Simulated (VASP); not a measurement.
Wanted: the native input for a VASP 6.6.1 run.

* Task: single point
* Functional: HSE06
* Potentials or basis: VASP PAW PBE potentials, release 64 (Pb_d, S)
* Cutoff: 520 eV
* k mesh: 4 × 4 × 4
* Occupations: gaussian, width 0.01 eV
* Spin: no spin polarisation
* Dipole correction: no
* Exchange at q = 0: truncated
* Grid for exact exchange (PRECFOCK): Normal
* Screening parameter: 0.2079 1/A
* Further INCAR settings: ALGO = Normal; EDIFF = 1e-06; NBANDS = 17

PbS:

```xyz
2
Lattice="-0.0293 3.2717 3.2717 3.2717 -0.0293 3.2717 3.2717 3.2717 -0.0293" Properties=species:S:1:pos:R:3 pbc="T T T"
Pb   -0.0058   -0.0058   -0.0058
S     1.6344    1.6344    1.6344
```

The cell was built by a generator and needn't be a form met in nature.

The cell isn't the ideal one: shear_111 strain -1.3%.

These files were run (other wordings do the same):

POSCAR

```
PbS
1.0
   -0.0292686672      3.2717088363      3.2717088363
    3.2717088363     -0.0292686672      3.2717088363
    3.2717088363      3.2717088363     -0.0292686672
Pb S
1 1
Direct
   -0.0008969429     -0.0008969429     -0.0008969429
    0.2508969429      0.2508969429      0.2508969429
```

INCAR.step1

```
PREC = Accurate
ENCUT = 520
EDIFF = 1E-5
ISMEAR = 0
SIGMA = 0.01
LREAL = F
LASPH = T
NELM = 100
ALGO = Normal
ISIF = 2
LWAVE = T
LCHARG = F
NBANDS = 17
GGA = PE
```

INCAR.step2

```
PREC = Accurate
ENCUT = 520
EDIFF = 1E-6
ISMEAR = 0
SIGMA = 0.01
LREAL = F
LASPH = T
NELM = 100
ALGO = Normal
ISIF = 2
LWAVE = F
LCHARG = F
GGA = PE
LHFCALC = T
HFSCREEN = 0.2079
PRECFOCK = Normal
NBANDS = 17
ISTART = 1
```

KPOINTS

```
Automatic mesh
0
Gamma
  4 4 4
```

Potentials or basis: VASP PAW PBE potentials, release 64 (Pb_d, S).

Run with:

```sh
$ cat potpaw_PBE.64/Pb_d/POTCAR potpaw_PBE.64/S/POTCAR > POTCAR
$ cp INCAR.step1 INCAR
$ mpirun -np 1 vasp_std > vasp.out
$ cp INCAR.step2 INCAR
$ mpirun -np 1 vasp_std > vasp.out
```

It gave:

The pressure is 0.5 GPa. The largest force is 0.011 eV/Å and the band gap on the k mesh is 1.26 eV, indirect (least direct gap 1.80 eV).

Caveat: the PAW data sets were made with another functional, which shifts forces and pressure a little; spin-orbit coupling is left out, which as a rule narrows the gap of such compounds by several tenths of an eV.

Wall time 11 min on 1 thread of Intel(R) Xeon(R) 6975P-C (Granite Rapids) (shared host), peak memory 0.32 GiB.
